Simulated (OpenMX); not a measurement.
**ZrS2: band structure with PBE**

**What was measured.**

“Stress-Tuned Optical Transitions in Layered 1T-MX2 (M= Hf, Zr, Sn; X= S, Se) Crystals”, 2022, arxiv:2210.12074 quotes, for a bulk crystal of ZrS2: band gap 1.68 eV (indirect).

Crystal: ZrS2.

```
Zr S
1.0
     3.69138    0.00000    0.00000
    -1.84569    3.19683    0.00000
     0.00000    0.00000    6.04108
Zr S
1 2
Direct
  0.00000 0.00000 0.00000
  0.33333 0.66667 0.23791
  0.66667 0.33333 0.76209
```

The cell is a database's computed one.

| Item | Value |
| --- | --- |
| Program | OpenMX 3.8.5 |
| Task | band structure |
| Functional | PBE |
| Potentials or basis | OpenMX 2013 PBE set, Zr7.0-s3p2d2, S7.0-s2p2d1f1, grid cutoff 400 Ry |
| k mesh | 7 × 7 × 5 |
| Occupations | fermi-dirac, width 0.05 eV |
| Spin | non-collinear spin, zero start, spin-orbit coupling |
| Starting moments | [[0.0, 0.0, 0.0], [0.0, 0.0, 0.0], [0.0, 0.0, 0.0]] μB |
| Mixing scheme | rmm-diisk |
| SCF threshold | 1e-07 Ha |
| Solver | band |
| Max SCF cycles | 100 |

```json
{
  "Largest force": "0.444 eV/Å",
  "Band gap on the k mesh": "0.95 eV, indirect (least direct gap 1.45 eV)",
  "Band gap along the path": "0.89 eV, indirect (least direct gap 1.45 eV)",
  "Net moment": "0.00 μB per cell",
  "Mulliken charges": "Zr +0.82; S -0.41 e"
}
```

Forces in eV/Å, atoms in the order of the input:
```
Zr   0.000  0.000  0.000
S    0.004  0.000  0.444
S   -0.004  0.000 -0.444
```

Levels at the corners of the path, in eV from the valence-band top:
| point | band 21 | band 22 | band 23 | band 24 | band 25 | band 26 | band 27 | band 28 |
| --- | --- | --- | --- | --- | --- | --- | --- | --- |
| Γ | -0.04 | -0.04 | -0.02 | -0.02 | 1.44 | 1.44 | 1.44 | 1.44 |
| M | -1.70 | -1.70 | -1.22 | -1.22 | 1.07 | 1.07 | 3.07 | 3.07 |
| K | -2.05 | -2.05 | -1.51 | -1.51 | 2.08 | 2.08 | 3.03 | 3.03 |
| Γ | -0.04 | -0.04 | -0.02 | -0.02 | 1.44 | 1.44 | 1.44 | 1.44 |
| A | -0.22 | -0.22 | -0.13 | -0.13 | 1.41 | 1.41 | 1.41 | 1.41 |
| L | -1.05 | -1.05 | -0.81 | -0.81 | 0.89 | 0.89 | 3.06 | 3.06 |
| H | -1.82 | -1.82 | -1.81 | -1.81 | 2.16 | 2.16 | 2.79 | 2.79 |
| A|L | -0.22 | -0.22 | -0.13 | -0.13 | 1.41 | 1.41 | 1.41 | 1.41 |
| M|K | -1.70 | -1.70 | -1.22 | -1.22 | 1.07 | 1.07 | 3.07 | 3.07 |
| H | -1.82 | -1.82 | -1.81 | -1.81 | 2.16 | 2.16 | 2.79 | 2.79 |

Wall time 4.9 min on 1 thread of Arm Neoverse V2, on a shared host, peak memory 1.3 GiB.

Against the measured gap of ZrS2, 1.68 eV (indirect; quoted in “Stress-Tuned Optical Transitions in Layered 1T-MX2 (M= Hf, Zr, Sn; X= S, Se) Crystals”, 2022, arxiv:2210.12074), the calculated 0.89 eV is off by -0.79 eV. The value is that of PBE in an atomic basis (OpenMX 2013 PBE set, Zr7.0-s3p2d2, S7.0-s2p2d1f1, grid cutoff 400 Ry), whose error adds to the functional's,, without temperature or zero-point motion. Semilocal functionals fall short of measured gaps as a rule. The cell is a database's relaxed one, not the measured one, which moves gaps too.

Caveat: Mulliken charges move with the basis; total energies with and without spin-orbit coupling shouldn't be compared in this program; the basis of atomic orbitals isn't converged, which shifts pressures, moduli and gaps.
